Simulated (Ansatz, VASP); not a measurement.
BaZrO3: VASP beside Ansatz

INCAR

```
ALGO = Normal
EDIFF = 1E-6
ENCUT = 520
GGA = PE
ISIF = 2
ISMEAR = 0
LASPH = True
LCHARG = True
LELF = True
LREAL = False
LVHAR = True
LWAVE = False
NBANDS = 28
NELM = 80
PREC = Accurate
SIGMA = 0.05
```

Contents of KPOINTS:

```
k-points
0
Gamma
  6 6 6
```

The input POSCAR:

```
BaZrO3
1.0
    4.1815000000      0.0000000000      0.0000000000
    0.0000000000      4.1815000000      0.0000000000
    0.0000000000      0.0000000000      4.1815000000
Ba Zr O
1 1 3
Direct
    0.5000000000      0.4521702738      0.4521702738
    0.0000000000      0.0000000000      0.0000000000
    0.5000000000      0.0000000000      0.0000000000
    0.0000000000      0.5000000000      0.0000000000
    0.0000000000      0.0000000000      0.5000000000
```

Input for Ansatz:

```yaml
crystal:
  lattice:
    - [4.1815, 0.0, 0.0]
    - [0.0, 4.1815, 0.0]
    - [0.0, 0.0, 4.1815]
  atoms:
    - { symbol: Ba, position: [0.5, 0.4521702738, 0.4521702738] }
    - { symbol: Zr, position: [0.0, 0.0, 0.0] }
    - { symbol: O, position: [0.5, 0.0, 0.0] }
    - { symbol: O, position: [0.0, 0.5, 0.0] }
    - { symbol: O, position: [0.0, 0.0, 0.5] }
basis:
  ecutwfc: 420
kpoints:
  mp_grid: { grid: [6, 6, 6] }
hamiltonian:
  xc: pbe
scf:
  occupations: { method: gaussian, width: 0.05 }
output:
  forces: true
  stress: true
  eigenvalues: true
```

Alike in both runs: task single point; functional PBE; k mesh 6 × 6 × 6; occupations gaussian, width 0.05 eV; no spin polarisation.

|  | VASP | Ansatz |
| --- | --- | --- |
| version | VASP 6.6.1 | Ansatz 0.2.0 |
| potentials or method | VASP PAW PBE potentials, release 64 (Ba_sv, Zr_sv, O) | scalar-relativistic, plane waves, PAW |
| plane-wave cutoff (eV) | 520 | 420 |
| valence electrons in the cell | 40 | 40 |

|  | VASP | Ansatz | Ansatz less VASP |
| --- | --- | --- | --- |
| gap on the k mesh at the Fermi level (eV) | 3.14 | 3.17 | +0.035 |
| least direct gap on the mesh (eV) | 3.35 | 3.36 | +0.017 |
| pressure (GPa) | 7.9 | 6.8 | -1.18 |
| largest component of the traceless stress (GPa) | 1.69 | 1.56 | -0.127 |
| rms of the force components (eV/Å) | 0.449 | 0.418 | -0.0311 |

Atom by atom the forces differ by 0.045 eV/Å (rms over components). With one functional, cell and mesh, what is left measures potentials, basis and numerics.

Caveats: spin-orbit coupling is left out, which moves the levels of the heavy elements; forces of over 1 eV/Å show positions far from the minimum, so gaps and moduli don't describe the material at rest. A k mesh can miss the band edges.
